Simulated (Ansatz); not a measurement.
The system is Re.

```
Re
1.0
     0.00000    1.97500    1.97500
     1.97500    0.00000    1.97500
     1.97500    1.97500    0.00000
Re
1
Direct
  0.00000 0.00000 0.00000
```

This isn't the form of Re at room conditions, which is hcp.

* Program: Ansatz 0.2.0
* Task: relaxation of cell and atoms
* Functional: LDA
* Potentials or basis: Ansatz PAW
* Cutoff: 420 eV (not typed: the program's choice for these potentials)
* k mesh: 12 × 12 × 12
* Occupations: fermi-dirac, width 0.05 eV
* Spin: no spin polarisation

At the start: volume 15.41 Å³/atom.

How do energy, volume and symmetry change on relaxing?

It ends after 5 steps and the volume is 14.39 Å³/atom (-6.6 %); space group Fm-3m (No. 225, to 0.05 Å).

The path:
| step | energy change (eV) | largest force (eV/Å) | volume (Å³) |
| --- | --- | --- | --- |
| 1 | 0.0000 | 0.0000 | 15.41 |
| 2 | -0.0791 | 0.0000 | 14.53 |
| 3 | -0.0808 | 0.0000 | 14.37 |
| 4 | -0.0808 | 0.0000 | 14.39 |
| 5 | -0.0802 | 0.0000 | 14.39 |

Final structure:
```
Re
1.0
     0.00000    1.93057    1.93057
     1.93057    0.00000    1.93057
     1.93057    1.93057    0.00000
Re
1
Direct
  0.00000 0.00000 0.00000
```

Caveat: the plane-wave basis is chosen anew once the cell has moved, so the energies of steps on either side of that aren't comparable; the PAW data sets come from PBE, with cores solved anew for the run's functional, which leaves a small shift of forces and pressure.
